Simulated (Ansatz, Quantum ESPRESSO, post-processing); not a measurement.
# LiF(001): dielectric constant from slabs in a field, part 3 of 7

How well do thin films like LiF(001), 5 layers screen a field, with the ions clamped and free?

Quantum ESPRESSO 7.5; plane-wave DFT, PBE, GBRV ultrasoft pseudopotentials; geometry by Ansatz 0.2.0 with PAW datasets.

So far. Step 3 (Ground state, 5 layers: no field): The run needed 11 iterations to bring the estimated error under 1e-10 Ry; the largest force on any atom, held or free, is 0.01 eV/Å. Step 4 (Electrostatic potential, 5 layers): The vacuum is flat to 0.1 meV/Å, so its level is well defined. Inside the slab the curve depends on the local part of the pseudopotentials; only the vacuum level has a meaning of its own.

## (5) Self-consistent run, 5 layers: field 0.1 V/Å

With the ions clamped, only the electrons screen the field of 0.1 V/Å.

Contents of n5.f1.in:

```
&control
  prefix = 'n5.f1'
  outdir = './out'
  pseudo_dir = './pseudo'
  calculation = 'scf'
  tprnfor = .true.
  tefield = .true.
  dipfield = .true.
/
&system
  ibrav = 0
  nat = 10
  ntyp = 2
  ecutwfc = 40
  ecutrho = 200
  occupations = 'fixed'
  edir = 3
  emaxpos = 0.97
  eopreg = 0.04
  eamp = 0.00194469
/
&electrons
  conv_thr = 1e-10
  mixing_beta = 0.5
  electron_maxstep = 120
/
ATOMIC_SPECIES
  Li  6.9400  li_pbe_v1.4.uspp.F.UPF
  F   18.9984  f_pbe_v1.4.uspp.F.UPF
CELL_PARAMETERS angstrom
  2.87792459940000 0.00000000000000 0.00000000000000
  0.00000000000000 2.87792459940000 0.00000000000000
  0.00000000000000 0.00000000000000 24.14000000000000
ATOMIC_POSITIONS crystal
  Li  0.000000000000 0.000000000000 0.333648074746
  F   0.500000000000 0.500000000000 0.330800501673
  Li  0.500000000000 0.500000000000 0.415377996277
  F   0.000000000000 0.000000000000 0.415887481207
  Li  -0.000000000000 0.000000000000 0.499999996043
  F   0.500000000000 0.500000000000 0.500000002950
  Li  0.500000000000 0.500000000000 0.584621996164
  F   -0.000000000000 0.000000000000 0.584112524377
  Li  0.000000000000 0.000000000000 0.666351917678
  F   0.500000000000 0.500000000000 0.669199508886
K_POINTS automatic
  8 8 1 0 0 0
```

Command:

```bash
> OMP_NUM_THREADS=1 mpirun -n 8 pw.x -nk 4 -in n5.f1.in > n5.f1.out
```

Log:

```text
[banner, memory and clock lines left out]
Program PWSCF v.7.5 starts
[citation notice left out]

[...]
bravais-lattice index     =            0
     lattice parameter (alat)  =       5.4385  a.u.
     unit-cell volume          =    1349.2508 (a.u.)^3
     number of atoms/cell      =           10
     number of atomic types    =            2
     number of electrons       =        50.00
     number of Kohn-Sham states=           25
     kinetic-energy cutoff     =      40.0000  Ry
     charge density cutoff     =     200.0000  Ry
     scf convergence threshold =      1.0E-10
     mixing beta               =       0.5000
     number of iterations used =            8  plain     mixing
     Exchange-correlation=  SLA  PW   PBX  PBC
                           (   1   4   3   4   0   0   0)

[...]
PseudoPot. # 1 for Li read from file:
     ./pseudo/li_pbe_v1.4.uspp.F.UPF
     Pseudo is Ultrasoft, Zval =  3.0
     Generated by new atomic code, or converted to UPF format
     Using radial grid of  751 points,  5 beta functions with:
                l(1) =   0
                l(2) =   0
                l(3) =   0
                l(4) =   1
                l(5) =   1
     Q(r) pseudized with 10 coefficients,  rinner =    1.150   1.150   1.150

     PseudoPot. # 2 for F  read from file:
     ./pseudo/f_pbe_v1.4.uspp.F.UPF
     Pseudo is Ultrasoft, Zval =  7.0
     Generated by new atomic code, or converted to UPF format
     Using radial grid of  799 points,  4 beta functions with:
                l(1) =   0
                l(2) =   0
                l(3) =   1
                l(4) =   1
     Q(r) pseudized with  8 coefficients,  rinner =    0.950   0.950   0.950

     atomic species   valence    mass     pseudopotential
     Li                3.00     6.94000     Li( 1.00)
     F                 7.00    18.99840     F ( 1.00)

     No symmetry found

[...]
number of k points=    34
[...]
Dense  grid:    64589 G-vectors     FFT dimensions: (  25,  25, 216)

     Smooth grid:    46059 G-vectors     FFT dimensions: (  24,  24, 192)

     Initial potential from superposition of free atoms

     starting charge      47.7463, renormalised to      50.0000

     negative rho (up, down):  3.204E-04 0.000E+00

     Adding external electric field

     Computed dipole along edir(3) :
        Dipole               -0.0000 Ry au,         -0.0000 Debye
        Dipole field         -0.0000 Ry au,

        E field amplitude [Ha a.u.]:  1.9447E-03
        Potential amp.        0.1703 Ry
        Total length         43.7933 bohr

     Starting wfcs are   45 randomized atomic wfcs

     per-process dynamical memory:    37.0 Mb

     Self-consistent Calculation

     iteration #  1     ecut=    40.00 Ry     beta= 0.50
     Davidson diagonalization with overlap
     ethr =  1.00E-02,  avg # of iterations =  1.7

     Threshold (ethr) on eigenvalues was too large:
     Diagonalizing with lowered threshold

     Davidson diagonalization with overlap
     ethr =  3.03E-04,  avg # of iterations =  2.2

     negative rho (up, down):  8.308E-05 0.000E+00

     Adding external electric field

     Computed dipole along edir(3) :
        Dipole                0.0489 Ry au,          0.1242 Debye
        Dipole field          0.0005 Ry au,

        E field amplitude [Ha a.u.]:  1.9447E-03
        Potential amp.        0.1305 Ry
        Total length         43.7933 bohr

     total energy              =    -316.79329191 Ry
     estimated scf accuracy    <       0.16995365 Ry

     iteration #  2     ecut=    40.00 Ry     beta= 0.50
[...]
negative rho (up, down):  8.654E-05 0.000E+00

[...]
Dipole                0.0539 Ry au,          0.1369 Debye
[...]
E field amplitude [Ha a.u.]:  1.9447E-03
[...]
total energy              =    -316.79944577 Ry
     estimated scf accuracy    <       0.02304632 Ry

     iteration #  3     ecut=    40.00 Ry     beta= 0.50
[...]
negative rho (up, down):  1.711E-04 0.000E+00

[...]
Dipole                0.0508 Ry au,          0.1291 Debye
[...]
E field amplitude [Ha a.u.]:  1.9447E-03
[...]
total energy              =    -316.80059123 Ry
     estimated scf accuracy    <       0.00264692 Ry

     iteration #  4     ecut=    40.00 Ry     beta= 0.50
[...]
negative rho (up, down):  2.143E-04 0.000E+00

[...]
Dipole                0.0480 Ry au,          0.1219 Debye
[...]
E field amplitude [Ha a.u.]:  1.9447E-03
[...]
total energy              =    -316.80133235 Ry
     estimated scf accuracy    <       0.00018117 Ry

     iteration #  5     ecut=    40.00 Ry     beta= 0.50
[...]
negative rho (up, down):  2.435E-04 0.000E+00

[...]
Dipole                0.0471 Ry au,          0.1198 Debye
[...]
E field amplitude [Ha a.u.]:  1.9447E-03
[...]
total energy              =    -316.80140650 Ry
     estimated scf accuracy    <       0.00003628 Ry

     iteration #  6     ecut=    40.00 Ry     beta= 0.50
[...]
negative rho (up, down):  2.566E-04 0.000E+00

[...]
Dipole                0.0477 Ry au,          0.1213 Debye
[...]
E field amplitude [Ha a.u.]:  1.9447E-03
[...]
total energy              =    -316.80141507 Ry
     estimated scf accuracy    <       0.00000181 Ry

[...]
iteration #  9     ecut=    40.00 Ry     beta= 0.50
[...]
negative rho (up, down):  2.660E-04 0.000E+00

[...]
Dipole                0.0477 Ry au,          0.1213 Debye
[...]
E field amplitude [Ha a.u.]:  1.9447E-03
[...]
total energy              =    -316.80141606 Ry
     estimated scf accuracy    <       0.00000028 Ry

     iteration # 10     ecut=    40.00 Ry     beta= 0.50
[...]
negative rho (up, down):  2.667E-04 0.000E+00

[...]
Dipole                0.0477 Ry au,          0.1213 Debye
[...]
E field amplitude [Ha a.u.]:  1.9447E-03
[...]
total energy              =    -316.80141611 Ry
     estimated scf accuracy    <          5.0E-09 Ry

     iteration # 11     ecut=    40.00 Ry     beta= 0.50
[...]
negative rho (up, down):  2.670E-04 0.000E+00

[...]
Dipole                0.0477 Ry au,          0.1213 Debye
[...]
E field amplitude [Ha a.u.]:  1.9447E-03
[...]
total energy              =    -316.80141611 Ry
     estimated scf accuracy    <          5.3E-10 Ry

     iteration # 12     ecut=    40.00 Ry     beta= 0.50
[...]
negative rho (up, down):  2.673E-04 0.000E+00

[...]
Dipole                0.0477 Ry au,          0.1214 Debye
[...]
E field amplitude [Ha a.u.]:  1.9447E-03
[...]
End of self-consistent calculation

          k = 0.0000 0.0000 0.0000 (  5835 PWs)   bands (ev):

   -45.4931 -45.2860 -45.1671 -45.1178 -45.0727 -24.1540 -23.9433 -23.6662
   -23.5281 -23.1647  -6.9106  -6.2169  -5.3268  -5.1764  -5.1764  -4.9006
    -4.9006  -4.6927  -4.5546  -4.5546  -4.3769  -4.3769  -4.2971  -4.0649
    -4.0649

          k = 0.0000 0.1250 0.0000 (  5817 PWs)   bands (ev):

   -45.4903 -45.2833 -45.1642 -45.1143 -45.0715 -24.1220 -23.9190 -23.6566
   -23.5226 -23.1539  -6.8073  -6.1968  -5.5225  -5.3012  -5.1143  -4.9705
    -4.8889  -4.8501  -4.6400  -4.5214  -4.4824  -4.3615  -4.3318  -4.1798
    -4.0418

[...]
highest occupied level (ev):    -3.9051

!    total energy              =    -316.80141611 Ry
     estimated scf accuracy    <          7.8E-11 Ry

     The total energy is the sum of the following terms:
     one-electron contribution =   -2907.23388546 Ry
     hartree contribution      =    1464.35194264 Ry
     xc contribution           =     -64.54068899 Ry
     ewald contribution        =    1190.62138017 Ry
     electric field correction =      -0.00016447 Ry

     convergence has been achieved in  12 iterations

     Forces acting on atoms (cartesian axes, Ry/au):

     atom    1 type  1   force =    -0.00000005    0.00000002    0.00185987
     atom    2 type  2   force =    -0.00000007   -0.00000000   -0.00158194
     atom    3 type  1   force =     0.00000002    0.00000002    0.00218817
     atom    4 type  2   force =    -0.00000000    0.00000004   -0.00193756
     atom    5 type  1   force =     0.00000003   -0.00000003    0.00200679
     atom    6 type  2   force =     0.00000004    0.00000004   -0.00200987
     atom    7 type  1   force =    -0.00000002   -0.00000001    0.00182020
     atom    8 type  2   force =     0.00000002    0.00000001   -0.00206881
     atom    9 type  1   force =     0.00000003   -0.00000006    0.00198530
     atom   10 type  2   force =     0.00000001   -0.00000002   -0.00226216

     Total force =     0.006263     Total SCF correction =     0.000010

[...]
```

Elapsed: 16 s, on 8 MPI ranks of Arm Neoverse V2, shared host; peak memory 0.6 GiB; 2.1 min of CPU time.

Read from the output:

```
free energy                    : -4310.3028 eV
dipole along the normal        : 0.02527 e·Å
valence top, on the run's zero : -3.905 eV
```

## (6) Electrostatic potential, 5 layers

Contents of n5.f1.pot.in:

```
&inputpp
  prefix = 'n5.f1'
  outdir = './out'
  filplot = 'n5.f1.pot.dat'
  plot_num = 11
/
```

Command:

```bash
> OMP_NUM_THREADS=1 mpirun -n 8 pp.x -in n5.f1.pot.in > n5.f1.pot.out
```

Run time: 0.74 s. Hardware: 8 MPI ranks; peak memory 0.1 GiB.

This step gave:

```
slope of the potential above                                          : 0.1000 eV/Å
upper vacuum line continued to the top atoms, over the valence top    : 7.603 eV
slope of the potential below                                          : 0.09998 eV/Å
lower vacuum line continued to the bottom atoms, over the valence top : 7.338 eV
```

The slope in the vacuum is 0.100 eV/Å for an applied 0.10 V/Å, as it should be.

Each curve counts from the valence top of its own run.

The potential energy (potential at 0.0 V/Å) oscillates, so the rows of the table below give means over windows of 2.01 Å about each position, cut where the curve ends. Its maxima inside the range that stand out by 2 % of the span (Å: eV): 9.1: 5.77, 11.1: 5.92, 13.1: 5.92, 15.1: 5.77. Its minima: 8.0: -5.10, 10.1: -5.45, 12.1: -5.41, 14.1: -5.45, 16.1: -5.10.

The runs together. Table of potential energy by z; means over each step:

```
z (Å)  potential at 0.0 V/Å (eV)  potential at 0.1 V/Å (eV)
 1.00                       7.67                       6.67
 3.01                       7.67                       6.84
 5.02                       7.66                       7.04
 7.03                       4.35                       3.90
 9.04                       1.39                       1.04
11.05                       1.41                       1.16
13.06                       1.41                       1.26
15.07                       1.38                       1.33
17.08                       4.22                       4.27
19.09                       7.66                       7.89
21.10                       7.67                       8.10
23.11                       7.67                       8.10
```

## (7) Clamped-ion dielectric constant from the field inside the slab, 5 layers

Numbers from this step:

| Item | Value |
| --- | --- |
| change of slope in the vacuum | 0.10000 eV/Å |
| polarisability a cell | 3.640 Å³ |
| sheet polarisability 4πα/A | 5.522 Å |
| change of slope inside | 0.04899 eV/Å |
| dielectric constant | 2.041 |

Running mean over one layer period, set to zero at the slab's centre. Change of the potential energy, second field less first against z:

z (Å), change of the potential energy, second field less first (eV) and a bar from the least value:
```
      0.0     -0.221 ###########
      0.5     -0.606 ####
      1.0     -0.799 
      1.5     -0.781 
      2.0     -0.731 #
      2.5     -0.681 ##
      3.0     -0.631 ###
      3.5     -0.581 ####
      4.0     -0.531 #####
      4.5     -0.481 ######
      5.0     -0.431 #######
      5.5     -0.382 ########
      6.0     -0.334 #########
      6.5     -0.290 ##########
      7.0     -0.252 ###########
      7.5     -0.222 ###########
      8.0     -0.197 ############
      8.5     -0.173 ############
      9.0     -0.150 ############
      9.5     -0.126 #############
     10.0     -0.102 #############
     10.5     -0.077 ##############
     11.0     -0.052 ##############
     11.5     -0.028 ###############
     12.0     -0.003 ###############
     12.5      0.021 ################
     13.0      0.046 ################
     13.5      0.070 #################
     14.0      0.095 #################
     14.5      0.119 ##################
     15.0      0.143 ##################
     15.5      0.167 ###################
     16.0      0.190 ###################
     16.5      0.215 ###################
     17.0      0.243 ####################
     17.5      0.279 #####################
     18.0      0.322 ######################
     18.5      0.369 ######################
     19.0      0.418 #######################
     19.5      0.468 ########################
     20.0      0.517 #########################
     20.5      0.567 ##########################
     21.0      0.617 ###########################
     21.5      0.667 ############################
     22.0      0.717 #############################
     22.5      0.761 ##############################
     23.0      0.644 ############################
     23.5      0.300 #####################
     24.0     -0.107 #############
```

ε = 0.1000 / 0.0490 = 2.04.

[end of part 3 of 7]

[Logs are printed without paths, hosts, clocks, repeated set-up lines and the standing remarks that a program may print on its own settings, such as how far it seeks lower states.]

[Hosts, paths, dates, database ids (printed as entryN), source tags and the programs' standing remarks are cut or masked in the printed files.]

[Maps of the electrostatic potential energy from Ansatz leave out the sawtooth potential of an applied field or a dipole correction, so their vacuum need not be flat; planar profiles and work functions include it.]
